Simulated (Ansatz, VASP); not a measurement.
**Two plane-wave programs on Rh**

INCAR

```
  ALGO = Fast
  EDIFF = 1E-6
  ENCUT = 520
  GGA = PE
  ISIF = 2
  ISMEAR = 0
  LASPH = True
  LCHARG = False
  LREAL = False
  LWAVE = False
  NBANDS = 22
  NELM = 60
  PREC = Accurate
  SIGMA = 0.15
```

File KPOINTS:

```
k-points
0
Gamma
  21 21 12
```

Contents of POSCAR:

```
Rh
1.0
    2.7309790422      0.0000000000      0.0000000000
   -1.3654895211      2.3650972278      0.0000000000
    0.0000000000      0.0000000000      4.4284890000
Rh
2
Direct
    0.6666666667      0.3333333333      0.7500000000
    0.3333333333      0.6666666667      0.2500000000
```

Input for Ansatz:

```yaml
crystal:
  lattice:
    - [2.7309790422, 0.0, 0.0]
    - [-1.3654895211, 2.3650972278, 0.0]
    - [0.0, 0.0, 4.428489]
  atoms:
    - { symbol: Rh, position: [0.6666666667, 0.3333333333, 0.75] }
    - { symbol: Rh, position: [0.3333333333, 0.6666666667, 0.25] }
basis:
  ecutwfc: 420
kpoints:
  mp_grid: { grid: [21, 21, 12] }
hamiltonian:
  xc: pbe
scf:
  occupations: { method: gaussian, width: 0.15 }
output:
  forces: true
  stress: true
  eigenvalues: true
```

This isn't the form of Rh at room conditions, which is fcc.

Alike in both runs: task single point; functional PBE; k mesh 21 × 21 × 12; occupations gaussian, width 0.15 eV; no spin polarisation.

|  | VASP | Ansatz |
| --- | --- | --- |
| version | VASP 6.6.1 | Ansatz 0.2.0 |
| potentials or method | VASP PAW PBE potentials, release 64 (Rh_pv) | scalar-relativistic, plane waves, PAW |
| plane-wave cutoff (eV) | 520 | 420 |
| valence electrons in the cell | 30 | 34 |

```tsv
	VASP	Ansatz	Ansatz less VASP
gap on the k mesh at the Fermi level (eV)	none	none	-
pressure (GPa)	-3.3	-3.5	-0.15
largest component of the traceless stress (GPa)	0.94	0.95	+0.011
```

A gap of «none» marks a metal or a gap that the smearing closes. With one functional, cell and mesh, what is left measures potentials, basis and numerics. The two sets of potentials don't hold the same shells in valence.
